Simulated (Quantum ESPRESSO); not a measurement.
## Gd under changes of volume

One of the cells (33.215 Å³/atom); the others are scaled copies at fixed shape and fractional positions:

```
CELL_PARAMETERS angstrom
-2.02500 2.02500 2.02500
2.02500 -2.02500 2.02500
2.02500 2.02500 -2.02500
ATOMIC_POSITIONS crystal
Gd 0.00000 0.00000 0.00000
```

This isn't the form of Gd at room conditions, which is hcp.

| Item | Value |
| --- | --- |
| Program | Quantum ESPRESSO 7.5 |
| Functional | LDA |
| Potentials or basis | SSSP 1.3 efficiency PBE |
| Cutoff | 748 eV |
| Density cutoff | 5987 eV |
| k mesh | 9 × 9 × 9 |
| Occupations | fermi-dirac, width 0.05 eV |
| Spin | collinear spin, ferromagnetic start |
| Starting moments | [7.0] μB |

```csv
volume (Å³/atom),energy over the lowest point (meV/atom),pressure (GPa),moment (μB per cell)
31.222,0.00,-2.5,7.51
31.886,11.88,-3.2,7.51
32.551,?,?,?
33.215,43.58,-4.3,7.51
33.879,62.90,-4.8,7.52
34.544,84.16,-5.2,7.52
35.208,107.12,-5.6,7.53
```

Question: What does the run at 32.551 Å³/atom give?

Answer: Energy over the lowest point 26.54 meV/atom; pressure -3.8 GPa; moment 7.51 μB per cell.

Worked out: A Birch-Murnaghan fit of order 3 (a polynomial in V^(-2/3)) to the other rows has no minimum within the range. It gives 26.51 meV/atom at 32.551 Å³/atom, against the run's 26.54, and -dE/dV = -3.8 GPa, against -3.8. A straight line through the other rows of the moment, of slope 0.00467 μB per Å³/atom, gives 7.51 μB, against the run's 7.51.

Energies are extrapolated to zero smearing.

Caveats: the potentials were made for another functional, which shifts forces and pressure.
